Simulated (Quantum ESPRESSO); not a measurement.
# How biaxial strain moves the moments of FeSi

How does biaxial strain change the magnetic state of FeSi?

Program: Quantum ESPRESSO 7.5. Level of theory: PBE; plane waves with GBRV 1.5 PBE potentials, no spin-orbit coupling. Results are calculated unless marked as measured.

## (1) Starting point

The structure is cubic, space group P2_13 (No. 198). The conventional cell has a = 4.489 Å, b = 4.489 Å, c = 4.489 Å, α = 90.00°, β = 90.00°, γ = 90.00°. Nearest to Fe lie 7 Si at 2.29 to 2.52 Å. Nearest to Si lie 7 Fe at 2.29 to 2.52 Å. Farther neighbours are not listed.

Structure file:

```cif
data_structure
_symmetry_space_group_name_H-M 'P2_13'
_symmetry_Int_Tables_number 198
_cell_length_a 4.4890
_cell_length_b 4.4890
_cell_length_c 4.4890
_cell_angle_alpha 90.000
_cell_angle_beta 90.000
_cell_angle_gamma 90.000
_cell_volume 90.46
loop_
_atom_site_label
_atom_site_type_symbol
_atom_site_symmetry_multiplicity
_atom_site_Wyckoff_symbol
_atom_site_fract_x
_atom_site_fract_y
_atom_site_fract_z
_atom_site_occupancy
Fe1 Fe 4 a 0.13700 0.13700 0.13700 1
Si1 Si 4 a 0.84200 0.84200 0.84200 1
```

The lattice constants were typed from memory of published values and not checked against a source.

## (2) Biaxial 0.94, ferro ++++

Lengths in the Cartesian xy plane scale by the factor; z is kept. Atoms keep their fractional places. Seeded atoms are those given a starting moment.

pw.in

```
&CONTROL
  calculation = 'scf'
  prefix = 'pwscf'
  outdir = './tmp'
  pseudo_dir = './pseudo'
  disk_io = 'nowf'
  tprnfor = .true.
  tstress = .true.
/
&SYSTEM
  ibrav = 0
  celldm(1) = 8
  nat = 8
  ntyp = 2
  ecutwfc = 40
  ecutrho = 280
  nbnd = 58
  occupations = 'smearing'
  smearing = 'fd'
  degauss = 0.00367493
  nspin = 2
  starting_magnetization(1) = 0.175
  starting_magnetization(2) = 0
/
&ELECTRONS
  conv_thr = 1.6d-08
  electron_maxstep = 150
  mixing_beta = 0.3
/
ATOMIC_SPECIES
Fe     55.8450 fe_pbe_v1.5.uspp.F.UPF
Si     28.0850 si_pbe_v1.uspp.F.UPF
CELL_PARAMETERS alat
   0.9967502173798    0.0000000000000    0.0000000000000
   0.0000000000000    0.9967502173798    0.0000000000000
   0.0000000000000    0.0000000000000    1.0603725716806
ATOMIC_POSITIONS crystal
Fe      0.1370000000    0.1370000000    0.1370000000
Fe      0.6370000000    0.3630000000    0.8630000000
Fe      0.8630000000    0.6370000000    0.3630000000
Fe      0.3630000000    0.8630000000    0.6370000000
Si      0.8420000000    0.8420000000    0.8420000000
Si      0.3420000000    0.6580000000    0.1580000000
Si      0.1580000000    0.3420000000    0.6580000000
Si      0.6580000000    0.1580000000    0.3420000000
K_POINTS automatic
8 8 8 0 0 0
```

The run is started by

```
$ OMP_NUM_THREADS=1 mpirun -n 4 pw.x -nk 4 -in pw.in > pw.out
```

What it wrote:

```text
Program PWSCF v.7.5 starts

     Message from routine setup:
     using ibrav=0 with symmetry is DISCOURAGED, use correct ibrav instead

     K-points division:     npool     =       4
     Subspace diagonalization in iterative solution of the eigenvalue problem:

     bravais-lattice index     =            0
     lattice parameter (alat)  =       8.0000  a.u.
     unit-cell volume          =     539.3878 (a.u.)^3
     number of atoms/cell      =            8
     number of atomic types    =            2
     number of electrons       =        80.00
     number of Kohn-Sham states=           58
     kinetic-energy cutoff     =      40.0000  Ry
     charge density cutoff     =     280.0000  Ry
     scf convergence threshold =      1.6E-08
     mixing beta               =       0.3000
     number of iterations used =            8  plain     mixing
     Exchange-correlation= SLA  PW   PBE  PBE
                           (   1   4   3   4   0   0   0)

     celldm(1)=   8.000000  celldm(2)=   0.000000  celldm(3)=   0.000000
     celldm(4)=   0.000000  celldm(5)=   0.000000  celldm(6)=   0.000000

     crystal axes: (cart. coord. in units of alat)
               a(1) = (   0.996750   0.000000   0.000000 )
               a(2) = (   0.000000   0.996750   0.000000 )
               a(3) = (   0.000000   0.000000   1.060373 )

     reciprocal axes: (cart. coord. in units 2 pi/alat)
               b(1) = (  1.003260  0.000000  0.000000 )
               b(2) = (  0.000000  1.003260  0.000000 )
               b(3) = (  0.000000  0.000000  0.943065 )

     PseudoPot. # 1 for Fe read from file:
     fe_pbe_v1.5.uspp.F.UPF
     Pseudo is Ultrasoft + core correction, Zval = 16.0

     PseudoPot. # 2 for Si read from file:
     si_pbe_v1.uspp.F.UPF
     Pseudo is Ultrasoft + core correction, Zval =  4.0

     atomic species   valence    mass     pseudopotential
     Fe               16.00    55.84500     Fe( 1.00)
     Si                4.00    28.08500     Si( 1.00)

     Starting magnetic structure
     atomic species   magnetization
     Fe              0.175
     Si              0.000

      4 Sym. Ops. (no inversion) found ( 3 have fractional translation)

   Cartesian axes

     site n.     atom                  positions (alat units)
         1        Fe     tau(   1) = (   0.1365548   0.1365548   0.1452710  )
         2        Fe     tau(   2) = (   0.6349299   0.3618203   0.9151015  )
         3        Fe     tau(   3) = (   0.8601954   0.6349299   0.3849152  )
         4        Fe     tau(   4) = (   0.3618203   0.8601954   0.6754573  )
         5        Si     tau(   5) = (   0.8392637   0.8392637   0.8928337  )
         6        Si     tau(   6) = (   0.3408886   0.6558616   0.1675389  )
         7        Si     tau(   7) = (   0.1574865   0.3408886   0.6977252  )
         8        Si     tau(   8) = (   0.6558616   0.1574865   0.3626474  )

     number of k points=   125  Fermi-Dirac smearing, width (Ry)=  0.0037

     Number of k-points >= 100: set verbosity='high' to print them.

     Dense  grid:    42677 G-vectors     FFT dimensions: (  48,  48,  48)

     Smooth grid:    18423 G-vectors     FFT dimensions: (  36,  36,  36)

     Check: negative core charge=   -0.000034
     Generating pointlists ...
     new r_m :   0.2144 (alat units)  1.7154 (a.u.) for type    1
     new r_m :   0.2144 (alat units)  1.7154 (a.u.) for type    2

     Initial potential from superposition of free atoms

     starting charge      75.9973, renormalised to      80.0000
     Starting wfcs are   68 randomized atomic wfcs

     Self-consistent Calculation

     iteration #  1     ecut=    40.00 Ry     beta= 0.30
     Davidson diagonalization with overlap
     ethr =  1.00E-02,  avg # of iterations =  4.8

     total energy              =   -1037.38714382 Ry
     estimated scf accuracy    <       8.80719187 Ry

     total magnetization       =     4.41 Bohr mag/cell
     absolute magnetization    =     5.94 Bohr mag/cell

     iteration #  2     ecut=    40.00 Ry     beta= 0.30
     Davidson diagonalization with overlap
     ethr =  1.00E-02,  avg # of iterations =  2.0

     total energy              =   -1039.23652486 Ry
     estimated scf accuracy    <       5.66862357 Ry

     total magnetization       =     3.62 Bohr mag/cell
     absolute magnetization    =     4.84 Bohr mag/cell

     [... further iterations left out ...]

     iteration # 23     ecut=    40.00 Ry     beta= 0.30
     Davidson diagonalization with overlap
     ethr =  2.02E-10,  avg # of iterations =  1.6

     total energy              =   -1040.00365263 Ry
     estimated scf accuracy    <       0.00000003 Ry

     total magnetization       =     0.00 Bohr mag/cell
     absolute magnetization    =     0.00 Bohr mag/cell

     iteration # 24     ecut=    40.00 Ry     beta= 0.30
     Davidson diagonalization with overlap
     ethr =  3.62E-11,  avg # of iterations =  2.1

     Magnetic moment per site  (integrated on atomic sphere of radius R)
     atom   1 (R=0.214)  charge= 14.0335  magn= -0.0003
     atom   2 (R=0.214)  charge= 14.0335  magn= -0.0003
     atom   3 (R=0.214)  charge= 14.0335  magn= -0.0003
     atom   4 (R=0.214)  charge= 14.0335  magn= -0.0003
     atom   5 (R=0.214)  charge=  1.6455  magn=  0.0000
     atom   6 (R=0.214)  charge=  1.6455  magn=  0.0000
     atom   7 (R=0.214)  charge=  1.6455  magn=  0.0000
     atom   8 (R=0.214)  charge=  1.6455  magn=  0.0000

     End of self-consistent calculation

     Number of k-points >= 100: set verbosity='high' to print the bands.

     the Fermi energy is    18.5229 ev

!    total energy              =   -1040.00365278 Ry
     estimated scf accuracy    <          4.9E-09 Ry
     smearing contrib. (-TS)   =      -0.00263845 Ry
     internal energy E=F+TS    =   -1040.00101433 Ry

     The total energy is F=E-TS. E is the sum of the following terms:
     one-electron contribution =    -566.54142774 Ry
     hartree contribution      =     336.44468286 Ry
     xc contribution           =    -135.63029938 Ry
     ewald contribution        =    -674.27397007 Ry

     total magnetization       =    -0.00 Bohr mag/cell
     absolute magnetization    =     0.00 Bohr mag/cell

     convergence has been achieved in  24 iterations

     Forces acting on atoms (cartesian axes, Ry/au):

     atom    1 type  1   force =     0.01546852    0.00959260   -0.00219582
     atom    2 type  1   force =     0.01546852   -0.00959260    0.00219582
     atom    3 type  1   force =    -0.01546852    0.00959260    0.00219582
     atom    4 type  1   force =    -0.01546852   -0.00959260   -0.00219582
     atom    5 type  2   force =     0.00865654    0.00288883   -0.00388087
     atom    6 type  2   force =     0.00865654   -0.00288883    0.00388087
     atom    7 type  2   force =    -0.00865654    0.00288883    0.00388087
     atom    8 type  2   force =    -0.00865654   -0.00288883   -0.00388087

     Total force =     0.041687     Total SCF correction =     0.000156

     Computing stress (Cartesian axis) and pressure

          total   stress  (Ry/bohr**3)                   (kbar)     P=      281.02
   0.00236799   0.00000000   0.00000000          348.34        0.00        0.00
   0.00000000   0.00243657   0.00000000            0.00      358.43        0.00
   0.00000000   0.00000000   0.00092640            0.00        0.00      136.28

=------------------------------------------------------------------------------=
   JOB DONE.
=------------------------------------------------------------------------------=
```

Elapsed: 7.1 min, on 4 MPI ranks of Arm Neoverse V1, shared host; peak memory 0.96 GiB; 29 min of CPU time.

Spin moment in the atom's sphere by atom:

| atom | spin moment in the atom's sphere (μB) |
| --- | --- |
| Fe1 | -0.0003 |
| Fe2 | -0.0003 |
| Fe3 | -0.0003 |
| Fe4 | -0.0003 |
| Si5 | 0.0000 |
| Si6 | 0.0000 |
| Si7 | 0.0000 |
| Si8 | 0.0000 |

This step gave:

```yaml
smearing_term_ts: 0.03590 eV
pressure: 28.10 GPa
magnetization: 0 μB
absolute_magnetization: 0 μB
final_state: non-magnetic
```

## (3) Biaxial 0.94, no spin polarisation

Changes to pw.in since step 2:

```diff
@@ -16,3 +16,3 @@
   ecutrho = 280
-  nbnd = 58
+  nbnd = 52
   occupations = 'smearing'
@@ -20,5 +20,2 @@
   degauss = 0.00367493
-  nspin = 2
-  starting_magnetization(1) = 0.175
-  starting_magnetization(2) = 0
 /
```

What it wrote:

```text
     [... lines left out ...]
Program PWSCF v.7.5 starts
     [... lines left out ...]
     number of atoms/cell      =            8
     [... lines left out ...]
     number of electrons       =        80.00
     number of Kohn-Sham states=           52
     kinetic-energy cutoff     =      40.0000  Ry
     charge density cutoff     =     280.0000  Ry
     scf convergence threshold =      1.6E-08
     [... lines left out ...]
      4 Sym. Ops. (no inversion) found ( 3 have fractional translation)
     [... lines left out ...]
     number of k points=   125  Fermi-Dirac smearing, width (Ry)=  0.0037
     [... lines left out ...]
     iteration # 11     ecut=    40.00 Ry     beta= 0.30
     [... lines left out ...]
     the Fermi energy is    18.5228 ev
!    total energy              =   -1040.00366049 Ry
     estimated scf accuracy    <          2.6E-09 Ry
     smearing contrib. (-TS)   =      -0.00263860 Ry
     [... lines left out ...]
     convergence has been achieved in  11 iterations
     [... lines left out ...]
     Total force =     0.041649     Total SCF correction =     0.000133
     [... lines left out ...]
          total   stress  (Ry/bohr**3)                   (kbar)     P=      281.13
     [... lines left out ...]
```

Run time: 1.8 min. Hardware: 4 MPI ranks; peak memory 0.62 GiB; 7.1 min of CPU time.

Read from the output:

```
smearing term TS : 0.03590 eV
pressure         : 28.11 GPa
final state      : non-magnetic (no spin polarisation)
```

## (4) Biaxial 1.06, ferro ++++

Changes to pw.in since step 3:

```diff
@@ -16,3 +16,3 @@
   ecutrho = 280
-  nbnd = 52
+  nbnd = 58
   occupations = 'smearing'
@@ -20,2 +20,5 @@
   degauss = 0.00367493
+  nspin = 2
+  starting_magnetization(1) = 0.175
+  starting_magnetization(2) = 0
 /
@@ -30,4 +33,4 @@
 CELL_PARAMETERS alat
-   0.9967502173798    0.0000000000000    0.0000000000000
-   0.0000000000000    0.9967502173798    0.0000000000000
+   1.1239949259815    0.0000000000000    0.0000000000000
+   0.0000000000000    1.1239949259815    0.0000000000000
    0.0000000000000    0.0000000000000    1.0603725716806
```

What it wrote:

```text
     [... lines left out ...]
Program PWSCF v.7.5 starts
     [... lines left out ...]
     number of atoms/cell      =            8
     [... lines left out ...]
     number of electrons       =        80.00
     number of Kohn-Sham states=           58
     kinetic-energy cutoff     =      40.0000  Ry
     charge density cutoff     =     280.0000  Ry
     scf convergence threshold =      1.6E-08
     [... lines left out ...]
      4 Sym. Ops. (no inversion) found ( 3 have fractional translation)
     [... lines left out ...]
     number of k points=   125  Fermi-Dirac smearing, width (Ry)=  0.0037
     [... lines left out ...]
     iteration # 15     ecut=    40.00 Ry     beta= 0.30
     [... lines left out ...]
     Magnetic moment per site  (integrated on atomic sphere of radius R)
     atom   1 (R=0.230)  charge= 14.2055  magn=  1.1738
     atom   2 (R=0.230)  charge= 14.2055  magn=  1.1738
     atom   3 (R=0.230)  charge= 14.2055  magn=  1.1738
     atom   4 (R=0.230)  charge= 14.2055  magn=  1.1738
     atom   5 (R=0.230)  charge=  1.7816  magn= -0.0722
     atom   6 (R=0.230)  charge=  1.7816  magn= -0.0722
     atom   7 (R=0.230)  charge=  1.7816  magn= -0.0722
     atom   8 (R=0.230)  charge=  1.7816  magn= -0.0722
     [... lines left out ...]
     the Fermi energy is    14.0087 ev
!    total energy              =   -1039.98389411 Ry
     estimated scf accuracy    <          8.1E-10 Ry
     smearing contrib. (-TS)   =      -0.00400742 Ry
     [... lines left out ...]
     total magnetization       =     4.14 Bohr mag/cell
     absolute magnetization    =     5.44 Bohr mag/cell
     convergence has been achieved in  15 iterations
     [... lines left out ...]
     Total force =     0.028338     Total SCF correction =     0.000012
     [... lines left out ...]
          total   stress  (Ry/bohr**3)                   (kbar)     P=     -201.67
     [... lines left out ...]
```

Elapsed: 5.8 min, on 4 MPI ranks; peak memory 1.2 GiB; 23 min of CPU time.

Numbers from this step:

```yaml
smearing_term_ts: 0.05452 eV
pressure: -20.17 GPa
magnetization: 4.145 μB
absolute_magnetization: 5.437 μB
final_state: ferromagnetic
largest_moment: 1.174 μB
```

## (5) Trends

The runs not shown differ from these in the moved quantity alone.

Final states:

| biaxial | ferro ++++ | no spin polarisation |
| --- | --- | --- |
| 0.94 | non-magnetic | non-magnetic |
| 0.955 | non-magnetic | non-magnetic |
| 0.97 | non-magnetic | non-magnetic |
| 0.985 | - | non-magnetic |
| 1 | - | non-magnetic |
| 1.015 | ferromagnetic | non-magnetic |
| 1.03 | ferromagnetic | non-magnetic |
| 1.045 | ferromagnetic | non-magnetic |
| 1.06 | ferromagnetic | non-magnetic |

The largest site moment, ferro ++++ by biaxial:

| biaxial (factor) | largest site moment, ferro ++++ (μB) |
| --- | --- |
| 0.9400 | 2.5e-4 |
| 0.9550 | 3.4e-4 |
| 0.9700 | 1.8e-4 |
| 0.9850 | - |
| 1.0000 | - |
| 1.0150 | 1.03 |
| 1.0300 | 1.10 |
| 1.0450 | 1.14 |
| 1.0600 | 1.17 |

Energy less that of the parallel start, no spin polarisation against biaxial:

| biaxial (factor) | energy less that of the parallel start, no spin polarisation (meV a seeded atom) |
| --- | --- |
| 0.9400 | -0.0262 |
| 0.9550 | -0.0264 |
| 0.9700 | -0.0264 |
| 0.9850 | - |
| 1.0000 | - |
| 1.0150 | -2.23 |
| 1.0300 | 13.3 |
| 1.0450 | 29.1 |
| 1.0600 | 44.7 |

Table of energy over the lowest by biaxial; values in meV an atom:

| biaxial (factor) | ferro ++++ | no spin polarisation |
| --- | --- | --- |
| 0.9400 | 104 | 104 |
| 0.9550 | 46.6 | 46.6 |
| 0.9700 | 12.9 | 12.9 |
| 0.9850 | - | 0 |
| 1.0000 | - | 5.05 |
| 1.0150 | 26.7 | 25.6 |
| 1.0300 | 52.9 | 59.6 |
| 1.0450 | 90.4 | 105 |
| 1.0600 | 138 | 160 |

## (6) Outcome

| Property | Result |
| --- | --- |
| moment, parallel start | 1.8e-4 to 1.17 μB |
| states met from these starts | ferromagnetic and non-magnetic |

The parallel start holds a moment of 0.15 μB or more only at 1.015, 1.03, 1.045 and 1.06. At 1.015 the parallel state lies above the spinless run. Only a parallel start was run beside the spinless one, so opposed or spiral orders, which may lie lower, are not probed. Dashes mark runs that did not finish or were not started for lack of time.

[Logs and program files are shortened in this print: banners, set-up blocks, solver, clock and traceback lines can be left out without a mark of their own.]

[Logs are printed without paths, hosts, clocks, repeated set-up lines and the standing remarks that a program may print on its own settings, such as how far it seeks lower states.]

[Hosts, paths, dates, database ids (printed as entryN), source tags and the programs' standing remarks are cut or masked in the printed files.]

[Where a cell is said to come from a database of computed structures, the database is the Materials Project.]
